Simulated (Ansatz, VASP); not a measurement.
MgS: VASP beside Ansatz

```
CELL_PARAMETERS angstrom
0.00000 2.73173 2.66669
2.73173 0.00000 2.66669
2.73173 2.73173 0.00000
ATOMIC_POSITIONS crystal
Mg 0.00000 0.00000 0.00000
S 0.50000 0.50000 0.50000
```

Change from the starting cell: strain +0.050 along x and y, +0.025 along z, atoms carried along.

Alike in both runs: task single point; functional PBEsol; k mesh 8 × 8 × 8; occupations gaussian, width 0.05 eV; no spin polarisation.

|  | VASP | Ansatz |
| --- | --- | --- |
| version | VASP 6.6.1 | Ansatz 0.2.0 |
| potentials or method | VASP PAW PBE potentials, release 64 (Mg, S) | scalar-relativistic, plane waves, PAW |
| plane-wave cutoff (eV) | 520 | 420 |
| valence electrons in the cell | 8 | 16 |

VASP gave:

| Quantity | Value |
| --- | --- |
| gap on the k mesh at the Fermi level (eV) | 2.35 |
| least direct gap on the mesh (eV) | 2.68 |
| pressure (GPa) | -8.1 |
| largest component of the traceless stress (GPa) | 0.77 |

Estimate Ansatz's values.

gap on the k mesh at the Fermi level (eV): 2.36; least direct gap on the mesh (eV): 2.69; pressure (GPa): -7.9; largest component of the traceless stress (GPa): 0.78.

The functional is the same, so the differences come from potentials, cutoffs and numerics. The two sets of potentials don't hold the same shells in valence.

Caveats: the PAW data sets were made with another functional, which shifts forces and pressure a little (VASP). A k mesh can miss the band edges.
